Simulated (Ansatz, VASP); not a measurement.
## Al2Au in VASP and in Ansatz

```
Al Au
1.0
     0.02377    2.91891    2.95403
     2.99314    0.02637    2.95144
     3.04023    2.96341   -0.02072
Al Au
2 1
Direct
  0.23945 0.21717 0.25312
  0.77146 0.74285 0.73709
  0.98813 0.00234 0.03221
```

Alike in both runs: task single point; functional LDA; k mesh 6 × 6 × 6; occupations fermi-dirac, width 0.05 eV; no spin polarisation.

|  | VASP | Ansatz |
| --- | --- | --- |
| version | VASP 6.6.1 | Ansatz 0.2.0 |
| potentials or method | VASP PAW LDA potentials, release 64 (Al, Au) | plane waves, PAW |
| plane-wave cutoff (eV) | 520 | 540 |
| valence electrons in the cell | 17 | 25 |

Ansatz gave:

```
pressure (GPa)                                  : 4.0
largest component of the traceless stress (GPa) : 2.37
rms of the force components (eV/Å)              : 0.941
```

Q: What did VASP give for the same quantities?

A: Pressure (GPa): 4.3; largest component of the traceless stress (GPa): 2.41; rms of the force components (eV/Å): 0.951.

Atom by atom the forces differ by 0.011 eV/Å (rms over components). The two sets of potentials don't hold the same shells in valence. Ansatz warned: «stress_scf_threshold_loose».

Caveats: forces of over 1 eV/Å show positions far from the minimum, so gaps and moduli don't describe the material at rest. The runs have no spin-orbit coupling, so splittings on Au are missing.
